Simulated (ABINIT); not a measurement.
Crystal: Al.

```
CELL_PARAMETERS angstrom
2.81246 0.00000 0.00000
-1.40623 2.43566 0.00000
0.00000 0.00000 4.86685
ATOMIC_POSITIONS crystal
Al 0.33333 0.66667 0.25000
Al 0.66667 0.33333 0.75000
```

This isn't the form of Al at room conditions, which is fcc.

| Item | Value |
| --- | --- |
| Program | ABINIT 10.8.3 (patched build) |
| Task | relaxation of cell and atoms |
| Functional | PBE |
| Dispersion | D3(BJ) |
| Potentials or basis | JTH PAW PBE v2.0 |
| Cutoff | 408 eV |
| k mesh | 11 × 11 × 6 |
| Occupations | fermi-dirac, width 0.05 eV |
| Spin | no spin polarisation |

At the start: pressure -3.2 GPa; volume 16.67 Å³/atom.

Task: How do energy, volume and symmetry change on relaxing?

Result: Over 6 steps the energy falls by 18.5 meV/atom and the volume is 15.89 Å³/atom (-4.7 %); space group P6_3/mmc (No. 194, to 0.05 Å).

The path:
| step | energy change (eV) | largest force (eV/Å) | pressure (GPa) | volume (Å³) |
| --- | --- | --- | --- | --- |
| 1 | 0.0000 | 0.0000 | -3.21 | 33.34 |
| 2 | -0.0064 | 0.0000 | -2.75 | 33.10 |
| 3 | -0.0316 | 0.0000 | 1.00 | 31.48 |
| 4 | -0.0334 | 0.0000 | 1.22 | 31.40 |
| 5 | -0.0365 | 0.0000 | 0.71 | 31.57 |
| 6 | -0.0371 | 0.0000 | 0.13 | 31.78 |

Final structure:
```yaml
crystal:
  lattice:
    - [2.81050, 0.00000, 0.00000]
    - [-1.40525, 2.43396, 0.00000]
    - [0.00000, 0.00000, 4.64564]
  atoms:
    - { symbol: Al, position: [0.33333, 0.66667, 0.25000] }
    - { symbol: Al, position: [0.66667, 0.33333, 0.75000] }
```

Caveat: the log and the count of SCF iterations are those of the last ABINIT call alone; pairwise dispersion overbinds metals, which lowers pressure and volume.
